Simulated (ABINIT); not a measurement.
# ZnSe (Stilleite) (F-43m) in ABINIT: a series of runs

One crystal, ZnSe (Stilleite), is run at these levels: PBE; tasks: relaxation of cell and atoms, single point.

Everything below comes from runs of ABINIT 10.8.3 (patched build). Logs are shortened: lines on timing, memory, paths and dates and some standing lists are left out, and cuts for length are marked. The log counts tension as positive stress, the text compression.

## (1) Starting point

Symmetry: F-43m, No. 216, cubic system. Conventional cell: a = 5.668 Å, b = 5.668 Å, c = 5.668 Å, α = 90.00°, β = 90.00°, γ = 90.00°. Se (site symmetry -43m) is surrounded by 4 Zn at 2.45 Å. Zn (site symmetry -43m) is surrounded by 4 Se at 2.45 Å.

## (2) Relaxation of cell and atoms, PBE

File run.abi:

```
pp_dirpath "./"
pseudos "Se.upf, Zn.upf"

acell 4.0075983931 4.0075983931 4.0075983931 Angstrom
rprim
     0.0000000000     0.7071067812     0.7071067812
     0.7071067812     0.0000000000     0.7071067812
     0.7071067812     0.7071067812     0.0000000000
ntypat 2
znucl 34 30
natom 2
typat 1 2
chkprim 0
chksymtnons 0
tolsym 1.0e-6
xred
            3/4            3/4            3/4
            0.0            0.0            0.0

ecut 1061.244064 eV
ecutsm 0.5

kptopt 1
ngkpt 6 6 6
nshiftk 1
shiftk 0.0 0.0 0.0

ixc 11

nband 22
occopt 3
tsmear 0.00183747

nstep 80
tolvrs 1.0e-12

iomode 3
prteig 0
prtebands 0
prtwf 0
prtden 0

ionmov 22
optcell 2
ntime 50
tolmxf 2.0e-5
dilatmx 1.08
```

Potentials or basis: PseudoDojo NC SR PBE v0.4.1 standard.

The run is started by

```bash
$ abinit run.abi > log 2>&1
```

run.abo:

```text
.Version 10.8.3 of ABINIT
 Symmetries : space group F-4 3 m (#216); Bravais cF (face-center cubic)
================================================================================
 Values of the parameters that define the memory need of the present run
     intxc =       0    ionmov =      22      iscf =       7    lmnmax =       6
     lnmax =       6     mgfft =      48  mpssoang =       3    mqgrid =    3001
     natom =       2  nloc_mem =       1    nspden =       1   nspinor =       1
    nsppol =       1      nsym =      24    n1xccc =    2501    ntypat =       2
    occopt =       3   xclevel =       2
       mpw =        4546          nfft =      110592          nkpt =          16
================================================================================
================================================================================

--------------------------------------------------------------------------------
------------- Echo of variables that govern the present computation ------------
--------------------------------------------------------------------------------
 -outvars: echo values of preprocessed input variables --------
            acell      7.5732633856E+00  7.5732633856E+00  7.5732633856E+00 Bohr
              amu      7.89600000E+01  6.53900000E+01
          chkprim           0
      chksymtnons           0
          dilatmx      1.08000000E+00
             ecut      3.90000000E+01 Hartree
           ecutsm      5.00000000E-01 Hartree
           ionmov          22
              ixc          11
         kptrlatt        6    0    0      0    6    0      0    0    6
          kptrlen      4.54395803E+01
            natom           2
            nband          22
            ngfft          48      48      48
             nkpt          16
            nstep          80
             nsym          24
            ntime          50
           ntypat           2
           occopt           3
          optcell           2
           prtden           0
        prtebands           0
           prteig           0
            prtwf           0
            rprim      0.0000000000E+00  7.0710678120E-01  7.0710678120E-01
                       7.0710678120E-01  0.0000000000E+00  7.0710678120E-01
                       7.0710678120E-01  7.0710678120E-01  0.0000000000E+00
          spgroup         216
           tolmxf      2.00000000E-05
           tolsym      1.00000000E-06
           tolvrs      1.00000000E-12
           tsmear      1.83747000E-03 Hartree
            typat      1  2
           xangst      4.2507000001E+00  4.2507000001E+00  4.2507000001E+00
                       0.0000000000E+00  0.0000000000E+00  0.0000000000E+00
            xcart      8.0326588436E+00  8.0326588436E+00  8.0326588436E+00
                       0.0000000000E+00  0.0000000000E+00  0.0000000000E+00
             xred      7.5000000000E-01  7.5000000000E-01  7.5000000000E-01
[... 455 lines left out ...]

 At Broyd/MD step   4, gradients are converged :
  max grad (force/stress) = 2.5157E-06 < tolmxf= 2.0000E-05 ha/bohr (free atoms)

================================================================================

 ----iterations are completed or convergence reached----

 Mean square residual over all n,k,spin=   45.499E-14; max=  12.157E-11
 reduced coordinates (array xred) for    2 atoms
       0.750000000000      0.750000000000      0.750000000000
      -0.000000000000     -0.000000000000      0.000000000000
 rms dE/dt=  2.1541E-27; max dE/dt=  2.1541E-27; dE/dt below (all hartree)
    1       0.000000000000      0.000000000000     -0.000000000000
    2       0.000000000000      0.000000000000     -0.000000000000

 cartesian coordinates (angstrom) at end:
    1      4.30022322498070     4.30022322498070     4.30022322498070
    2     -0.00000000000000     0.00000000000000    -0.00000000000000

 cartesian forces (hartree/bohr) at end:
    1      0.00000000000000     0.00000000000000     0.00000000000000
    2      0.00000000000000     0.00000000000000     0.00000000000000
 frms,max,avg= 0.0000000E+00 0.0000000E+00   0.000E+00  0.000E+00  0.000E+00 h/b

 cartesian forces (eV/Angstrom) at end:
    1      0.00000000000000     0.00000000000000     0.00000000000000
    2      0.00000000000000     0.00000000000000     0.00000000000000
 frms,max,avg= 0.0000000E+00 0.0000000E+00   0.000E+00  0.000E+00  0.000E+00 e/A
 length scales=  7.661496482747  7.661496482747  7.661496482747 bohr
              =  4.054289337333  4.054289337333  4.054289337333 angstroms
 Fermi (or HOMO) energy (hartree) =   0.13439   Average Vxc (hartree)=  -0.35593
 Eigenvalues (hartree) for nkpt=  16  k points:
 kpt#   1, nband= 22, wtk=  0.00463, kpt=  0.0000  0.0000  0.0000 (reduced coord)
  -4.48778   -2.80305   -2.80305   -2.80305   -1.60913   -1.60913   -1.60913   -1.60898
  -1.60898   -0.36708   -0.12392   -0.12392   -0.12392   -0.11155   -0.11155    0.11219
   0.11219    0.11219    0.15448    0.32619    0.32619    0.32619
      occupation numbers for kpt#   1
   2.00000    2.00000    2.00000    2.00000    2.00000    2.00000    2.00000    2.00000
   2.00000    2.00000    2.00000    2.00000    2.00000    2.00000    2.00000    1.99999
   1.99999    1.99999    0.00004    0.00000    0.00000    0.00000
 prteigrs : prtvol=0 or 1, do not print more k-points.

--- !EnergyTerms
iteration_state     : {dtset: 1, itime: 4, icycle: 1, }
comment             : Components of total free energy in Hartree
kinetic             :  1.70804770090273E+02
hartree             :  1.26293240066261E+02
xc                  : -4.66864270188212E+01
Ewald energy        : -1.62478590911957E+02
psp_core            :  6.36397687026064E+00
local_psp           : -3.23357938407150E+02
non_local_psp       : -1.01269532604757E+02
internal            : -3.30330501915890E+02
'-kT*entropy'       : -7.66792314446982E-09
total_energy        : -3.30330501923558E+02
total_energy_eV     : -8.98875087667070E+03
band_energy         : -4.35707003893134E+01
...

 Cartesian components of stress tensor (hartree/bohr^3)
  sigma(1 1)= -2.51567874E-08  sigma(3 2)=  0.00000000E+00
  sigma(2 2)= -2.51567874E-08  sigma(3 1)=  0.00000000E+00
  sigma(3 3)= -2.51567874E-08  sigma(2 1)=  0.00000000E+00

-Cartesian components of stress tensor (GPa)         [Pressure=  7.4014E-04 GPa]
- sigma(1 1)= -7.40138240E-04  sigma(3 2)=  0.00000000E+00
- sigma(2 2)= -7.40138240E-04  sigma(3 1)=  0.00000000E+00
- sigma(3 3)= -7.40138240E-04  sigma(2 1)=  0.00000000E+00

== END DATASET(S) ==============================================================
================================================================================

 -outvars: echo values of variables after computation  --------
            acell      7.6614964827E+00  7.6614964827E+00  7.6614964827E+00 Bohr
           etotal     -3.3033050192E+02
            fcart      0.0000000000E+00  0.0000000000E+00  0.0000000000E+00
                       0.0000000000E+00  0.0000000000E+00  0.0000000000E+00
            rprim      0.0000000000E+00  7.0710678119E-01  7.0710678119E-01
                       7.0710678119E-01  0.0000000000E+00  7.0710678119E-01
                       7.0710678119E-01  7.0710678119E-01  0.0000000000E+00
           strten     -2.5156787448E-08 -2.5156787438E-08 -2.5156787438E-08
                       0.0000000000E+00  0.0000000000E+00  0.0000000000E+00
           xangst      4.3002232250E+00  4.3002232250E+00  4.3002232250E+00
                      -9.3881575510E-43  5.7984836008E-43 -3.9868023284E-27
             xred      7.5000000000E-01  7.5000000000E-01  7.5000000000E-01
                      -6.9533640229E-28 -6.9533640229E-28  6.9533640229E-28
 Calculation completed.
```

Run time: 3.6 min. Hardware: 1 thread of Arm Neoverse V2, shared host; peak memory 0.11 GiB.

What came out:

```yaml
Free_energy: -8988.7509 eV
Relaxed_volume: 23.56 Å³/atom
Relaxed_cell: a = 4.054 Å, b = 4.054 Å, c = 4.054 Å, α = 60.00°, β = 60.00°, γ = 60.00°
Space_group_after_relaxing_to_0.05_Å: F-43m (No. 216)
Energy_gained_by_relaxing: 5.1 meV/atom
Ionic_steps: 4
Pressure_after_relaxing: 0.0 GPa
Band_gap_on_the_k_mesh: 1.15 eV, direct
```

Step by step:
```
step  energy change (eV)  largest force (eV/Å)  pressure (GPa)  volume (Å³)
   1              0.0000                0.0000            2.14        45.51
   2             -0.0035                0.0000            1.67        45.81
   3             -0.0101                0.0000            0.26        46.91
   4             -0.0103                0.0000            0.00        47.12
```

Final structure:
```cif
data_structure
_symmetry_space_group_name_H-M 'P 1'
_symmetry_Int_Tables_number 1
_cell_length_a 4.0543
_cell_length_b 4.0543
_cell_length_c 4.0543
_cell_angle_alpha 60.000
_cell_angle_beta 60.000
_cell_angle_gamma 60.000
_cell_volume 47.12
loop_
_atom_site_label
_atom_site_type_symbol
_atom_site_fract_x
_atom_site_fract_y
_atom_site_fract_z
_atom_site_occupancy
Se1 Se 0.75000 0.75000 0.75000 1
Zn1 Zn 0.00000 0.00000 0.00000 1
```

## (3) Single point, PBE (cell relaxed)

File run.abi:

```
# Pseudopotentials
pp_dirpath "./"
pseudos "Se.upf, Zn.upf"

# Structure
acell 4.0542893468 4.0542893468 4.0542893468 Angstrom
rprim
     0.0000000000     0.7071067812     0.7071067812
     0.7071067812     0.0000000000     0.7071067812
     0.7071067812     0.7071067812     0.0000000000
ntypat 2
znucl 34 30
natom 2
typat 1 2
xred
     0.7500000000     0.7500000000     0.7500000000
     0.0000000000     0.0000000000     0.0000000000
chkprim 0
chksymtnons 0
tolsym 1.0e-6

# Plane-wave basis
ecut 39.0

# k points
kptopt 1
ngkpt 6 6 6
nshiftk 1
shiftk 0.0 0.0 0.0

# Exchange and correlation
ixc 11

# Bands and occupations
nband 22
occopt 3
tsmear 0.00183747

# SCF cycle
nstep 100
tolvrs 1.0e-10

# Output
iomode 3
prtwf 0
prteig 0
prtebands 0
enunit 1
prtvol 2
prtden 1
prtvha 1
prtvclmb 1
prtpot 1
prtelf 1
```

Potentials or basis: PseudoDojo NC SR PBE v0.4.1 standard.

The run is started by

```bash
$ abinit run.abi > log 2>&1
```

It took 56 s on 1 thread of Arm Neoverse V2, shared host; peak memory 0.1 GiB.

Results (log left out):

- Free energy: -8988.7521 eV
- Pressure: -0.5 GPa
- Band gap on the k mesh: 1.15 eV, direct
- Valence electrons inside the program's atomic spheres: Se 13.26; Zn 18.10

Levels at points of the mesh, in eV from the valence-band top:
| k point | band 15 | band 16 | band 17 | band 18 | band 19 | band 20 | band 21 | band 22 |
| --- | --- | --- | --- | --- | --- | --- | --- | --- |
| (0.00, 0.00, 0.00) | -6.09 | 0.00 | 0.00 | 0.00 | 1.15 | 5.82 | 5.82 | 5.82 |
| (0.50, 0.00, 0.00) | -5.94 | -5.00 | -0.82 | -0.82 | 2.49 | 6.40 | 6.40 | 8.47 |
| (0.50, 0.50, 0.00) | -5.92 | -4.60 | -2.06 | -2.06 | 3.07 | 3.46 | 10.48 | 11.02 |
